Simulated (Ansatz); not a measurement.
The system is Mn3Si.

```
Mn Si
1.0
     0.00000    2.86100    2.86100
     2.86100    0.00000    2.86100
     2.86100    2.86100    0.00000
Mn Si
3 1
Direct
  0.75000 0.75000 0.75000
  0.25000 0.25000 0.25000
  0.50000 0.50000 0.50000
  0.00000 0.00000 0.00000
```

| Quantity | Value |
| --- | --- |
| Program | Ansatz 0.2.0 |
| Task | relaxation of cell and atoms |
| Functional | PBEsol |
| Potentials or basis | all-electron LAPW, scalar-relativistic |
| Basis error allowed | 0.002 eV/atom |
| k mesh | 8 × 8 × 8 |
| Occupations | fermi-dirac, width 0.05 eV |
| Spin | collinear spin, ferromagnetic start |
| Starting moments | [4.0, 4.0, 4.0, 0.0] μB |

At the start: volume 11.71 Å³/atom.

Task: Where does the relaxation end?

Result: Over 5 steps the energy falls by 49.8 meV/atom and the volume is 10.77 Å³/atom (-8.0 %); space group Fm-3m (No. 225, to 0.05 Å); moment 1.07 μB per cell.

Step by step:
```
step  energy change (eV)  largest force (eV/Å)  volume (Å³)
   1              0.0000                0.0000        46.84
   2             -0.1749                0.0000        44.33
   3             -0.1987                0.0000        42.92
   4             -0.1991                0.0000        43.09
   5             -0.1991                0.0000        43.09
```

Final structure:
```xyz
4
Lattice="0.0000 2.7825 2.7825 2.7825 0.0000 2.7825 2.7825 2.7825 0.0000" Properties=species:S:1:pos:R:3 pbc="T T T"
Mn    4.1738    4.1738    4.1738
Mn    1.3913    1.3913    1.3913
Mn    2.7825    2.7825    2.7825
Si    0.0000    0.0000    0.0000
```

Caveat: the starting moments weren't kept.
